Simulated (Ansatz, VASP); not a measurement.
**Hg: VASP beside Ansatz**

```xyz
2
Lattice="3.4618 0.0000 0.0000 -1.7309 2.9980 0.0000 0.0000 0.0000 5.4875" Properties=species:S:1:pos:R:3 pbc="T T T"
Hg    1.7309    0.9993    4.1157
Hg    0.0000    1.9987    1.3719
```

Alike in both runs: task single point; functional PBE; k mesh 6 × 6 × 4; occupations gaussian, width 0.1 eV; no spin polarisation.

|  | VASP | Ansatz |
| --- | --- | --- |
| version | VASP 6.6.1 | Ansatz 0.2.0 |
| potentials or method | VASP PAW PBE potentials, release 64 (Hg) | scalar-relativistic, plane waves, PAW |
| plane-wave cutoff (eV) | 520 | 420 |
| valence electrons in the cell | 24 | 40 |

Ansatz gave:

```
gap on the k mesh at the Fermi level (eV)       : none
pressure (GPa)                                  : 1.2
largest component of the traceless stress (GPa) : 0.18
```

**Question.** Which values does VASP return?

**Answer.** gap on the k mesh at the Fermi level (eV): none; pressure (GPa): 1.3; largest component of the traceless stress (GPa): 0.19.

A gap of «none» marks a metal or a gap that the smearing closes. The functional is the same, so the differences come from potentials, cutoffs and numerics. The two sets of potentials don't hold the same shells in valence.

Spin-orbit coupling is left out, which matters for the levels of Hg.
